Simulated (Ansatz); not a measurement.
# Cu under changes of volume

One of the cells (11.810 Å³/atom); the others are scaled copies at fixed shape and fractional positions:

```xyz
1
Lattice="0.0000 1.8075 1.8075 1.8075 0.0000 1.8075 1.8075 1.8075 0.0000" Properties=species:S:1:pos:R:3 pbc="T T T"
Cu    0.0000    0.0000    0.0000
```

```yaml
Program: Ansatz 0.2.0
Functional: PBE
Potentials_or_basis: Ansatz PAW earlier set
Cutoff: "700 eV (not typed: the program's choice for these potentials)"
k_mesh: 13 × 13 × 13
Occupations: fermi-dirac, width 0.05 eV
Spin: no spin polarisation
```

| volume (Å³/atom) | energy over the lowest point (meV/atom) | pressure (GPa) |
| --- | --- | --- |
| 11.102 | 30.08 | 12.5 |
| 11.338 | 14.74 | 8.4 |
| 11.574 | 5.02 | 4.8 |
| 11.810 | ? | ? |
| 12.047 | 0.00 | -1.2 |
| 12.283 | 3.64 | -3.7 |
| 12.519 | 10.78 | -5.9 |

Task: What does the run at 11.810 Å³/atom give?

Result: Energy over the lowest point 0.29 meV/atom; pressure 1.6 GPa.

Worked out: A Birch-Murnaghan fit of order 3 (a polynomial in V^(-2/3)) to the other rows has its minimum at 11.94 Å³/atom with B0 = V·E''(V) = 142 GPa and B' = 5.0. It gives 0.29 meV/atom at 11.810 Å³/atom, against the run's 0.29, and -dE/dV = 1.6 GPa, against 1.6.

Energies are extrapolated to zero smearing.
